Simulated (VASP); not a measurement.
Output of a VASP run:

**OUTCAR**
```
 ion  position               nearest neighbor table
   1  0.000  0.000  0.000-
   2  0.500  0.500  0.500-
  LATTYP: Found a simple cubic cell.
 ALAT       =     4.6403506481
 Subroutine PRICEL returns:
 Original cell was already a primitive cell.
 Subroutine GETGRP returns: Found 48 space group operations
The static configuration has the point symmetry O_h .
The dynamic configuration has the point symmetry O_h .
 Subroutine INISYM returns: Found 48 space group operations
 Subroutine IBZKPT returns following result:
 Found     20 irreducible k-points:

 Following reciprocal coordinates:
            Coordinates               Weight
  0.000000  0.000000  0.000000      1.000000
  0.166667  0.000000  0.000000      6.000000
  0.333333  0.000000  0.000000      6.000000
  0.500000  0.000000  0.000000      3.000000
  0.166667  0.166667  0.000000     12.000000
  0.333333  0.166667  0.000000     24.000000
  0.500000  0.166667  0.000000     12.000000
  0.333333  0.333333  0.000000     12.000000
  0.500000  0.333333  0.000000     12.000000
  0.500000  0.500000  0.000000      3.000000
  0.166667  0.166667  0.166667      8.000000
  0.333333  0.166667  0.166667     24.000000
  0.500000  0.166667  0.166667     12.000000
  0.333333  0.333333  0.166667     24.000000
  0.500000  0.333333  0.166667     24.000000
  0.500000  0.500000  0.166667      6.000000
  0.333333  0.333333  0.333333      8.000000
  0.500000  0.333333  0.333333     12.000000
  0.500000  0.500000  0.333333      6.000000
  0.500000  0.500000  0.500000      1.000000
   k-points           NKPTS =     20   k-points in BZ     NKDIM =     20   number of bands    NBANDS=     12
   number of dos      NEDOS =    301   number of ions     NIONS =      2
   total plane-waves  NPLWV =  46656
   dimension x,y,z NGX =    36 NGY =   36 NGZ =   36
   dimension x,y,z NGXF=    72 NGYF=   72 NGZF=   72
   ions per type =               1   1
   PREC   = accura    normal or accurate (medium, high low for compatibility)
   ISTART =      0    job   : 0-new  1-cont  2-samecut
   ICHARG =      2    charge: 1-file 2-atom 10-const
   ISPIN  =      1    spin polarized calculation?
   LNONCOLLINEAR =      F non collinear calculations
   LSORBIT =      F    spin-orbit coupling
   INIWAV =      1    electr: 0-lowe 1-rand  2-diag
   ENCUT  =  520.0 eV  38.22 Ry    6.18 a.u.   8.63  8.63  8.63*2*pi/ulx,y,z
   NELM   =    100;   NELMIN=  2; NELMDL= -5     # of ELM steps
   EDIFF  = 0.1E-06   stopping-criterion for ELM
   LREAL  =      F    real-space projection
   NLSPLINE    = F    spline interpolate recip. space projectors
   LMAXMIX     =    4 max onsite mixed and CHGCAR
   VOSKOWN=      0    Vosko Wilk Nusair interpolation
   EDIFFG = 0.1E-05   stopping-criterion for IOM
   NSW    =      0    number of steps for IOM
   NBLOCK =      1;   KBLOCK =      1    inner block; outer block
   IBRION =     -1    ionic relax: 0-MD 1-quasi-New 2-CG
   NFREE  =      0    steps in history (QN), initial steepest desc. (CG)
   ISIF   =      2    stress and relaxation
   ISYM   =      2    0-nonsym 1-usesym 2-fastsym
   TEIN   =    0.0    initial temperature
   TEBEG  =    0.0;   TEEND  =   0.0 temperature during run
   SMASS  =  -3.00    Nose mass-parameter (am)
   PSTRESS=    0.0 pullay stress
   NELECT =      16.0000    total number of electrons
   EFERMI =   0.00;   METHOD = LEGACY
   ISMEAR =     0;   SIGMA  =   0.05  broadening in eV -4-tet -1-fermi 0-gaus
   IALGO  =     38    algorithm
   LDIAG  =      T    sub-space diagonalisation (order eigenvalues)
   IMIX   =      4    mixing-type and parameters
     AMIX     =   0.40;   BMIX     =  1.00
     AMIX_MAG =   1.60;   BMIX_MAG =  1.00
     AMIN     =   0.10
   GGA     = BO    functional components
   VOSKOWN =     0    Vosko Wilk Nusair interpolation
   LHFCALC =     F    Hartree Fock is set to
   LHFONE  =     F    Hartree Fock one center treatment
...
```

**OSZICAR**
```
       N       E                     dE             d eps       ncg     rms          rms(c)
DAV:   1     0.974583032516E+02    0.97458E+02   -0.60350E+03   480   0.108E+03
DAV:   2     0.664063316921E+01   -0.90818E+02   -0.86480E+02   736   0.169E+02
DAV:   3    -0.951353502968E+00   -0.75920E+01   -0.75700E+01   592   0.546E+01
DAV:   4    -0.106233829455E+01   -0.11098E+00   -0.11095E+00   572   0.822E+00
DAV:   5    -0.106373423988E+01   -0.13959E-02   -0.13958E-02   612   0.967E-01    0.137E+00
DAV:   6    -0.918777710884E+00    0.14496E+00   -0.20095E-01   540   0.199E+00    0.949E-01
DAV:   7    -0.886997124271E+00    0.31781E-01   -0.14462E-01   552   0.176E+00    0.521E-01
DAV:   8    -0.888972563105E+00   -0.19754E-02   -0.10292E-02   532   0.704E-01    0.667E-02
DAV:   9    -0.889228841730E+00   -0.25628E-03   -0.13154E-03   572   0.220E-01    0.710E-02
DAV:  10    -0.889293006034E+00   -0.64164E-04   -0.10377E-04   548   0.847E-02    0.129E-02
DAV:  11    -0.889291274568E+00    0.17315E-05   -0.30092E-05   588   0.296E-02    0.386E-03
DAV:  12    -0.889292129098E+00   -0.85453E-06   -0.34882E-06   552   0.138E-02    0.177E-03
DAV:  13    -0.889292125606E+00    0.34921E-08   -0.70746E-08   428   0.223E-03
   1 F= -.88929213E+00 E0= -.88929213E+00  d E =-.749705E-15
```

OUTCAR:
```
------------------------ aborting loop because EDIFF is reached ----------------------------------------
  FORCE on cell =-STRESS in cart. coord.  units (eV):
  Direction    XX          YY          ZZ          XY          YZ          ZX
  --------------------------------------------------------------------------------------
  Total       -0.4463115     -0.4463115     -0.4463115     -0.0000000     -0.0000000      0.0000000
  in kB       -7.1564277     -7.1564277     -7.1564277     -0.0000000     -0.0000000      0.0000000
  external PRESSURE =      -7.1564277 kB  Pullay stress =       0.0000000 kB
  volume of cell :       99.92
      direct lattice vectors                 reciprocal lattice vectors
     4.640350648  0.000000000  0.000000000     0.215500956  0.000000000  0.000000000
     0.000000000  4.640350648  0.000000000     0.000000000  0.215500956  0.000000000
     0.000000000  0.000000000  4.640350648     0.000000000  0.000000000  0.215500956
 POSITION                                       TOTAL-FORCE (eV/Angst)
 -----------------------------------------------------------------------------------
      0.00000      0.00000      0.00000         0.000000      0.000000      0.000000
      2.32018      2.32018      2.32018         0.000000      0.000000      0.000000
 -----------------------------------------------------------------------------------
    total drift:                               -0.000000      0.000000      0.000000
  FREE ENERGIE OF THE ION-ELECTRON SYSTEM (eV)
  ---------------------------------------------------
  free  energy   TOTEN  =        -0.8892921256 eV

  energy  without entropy=       -0.8892921256  energy(sigma->0) =       -0.88929213
```
(Selected blocks of OUTCAR.)

File POSCAR:
```
CsI
1
    4.6403506481     0.0000000000     0.0000000000
    0.0000000000     4.6403506481     0.0000000000
    0.0000000000     0.0000000000     4.6403506481
Cs I
1 1
Direct
  0.0000000000   0.0000000000   0.0000000000
  0.5000000000   0.5000000000   0.5000000000
```

**Question.** Write an INCAR and KPOINTS that could have produced this output.

**Answer.** Several could match; the one computed here: the input of the run itself, optB88-vdW, plane waves, VASP's PBE PAW potentials (set 64).

INCAR:
```
AGGAC = 0.0
ALGO = Normal
EDIFF = 1E-7
ENCUT = 520
GGA = BO
ISIF = 2
ISMEAR = 0
LASPH = .True.
LCHARG = .False.
LMAXMIX = 4
LREAL = .False.
LUSE_VDW = .True.
LWAVE = .False.
NELM = 100
PARAM1 = 0.1833333333
PARAM2 = 0.22
PREC = Accurate
SIGMA = 0.05
SYSTEM = CsI
```

### KPOINTS
```
Automatic mesh
0
Gamma
6 6 6
0 0 0
```

POTCAR, in this order: Cs_sv I (PBE.64 set). Program: vasp_std.

The compound is CsI in the CsCl type structure. This cell is one point of a volume scan, at 1.06 of the reference volume.
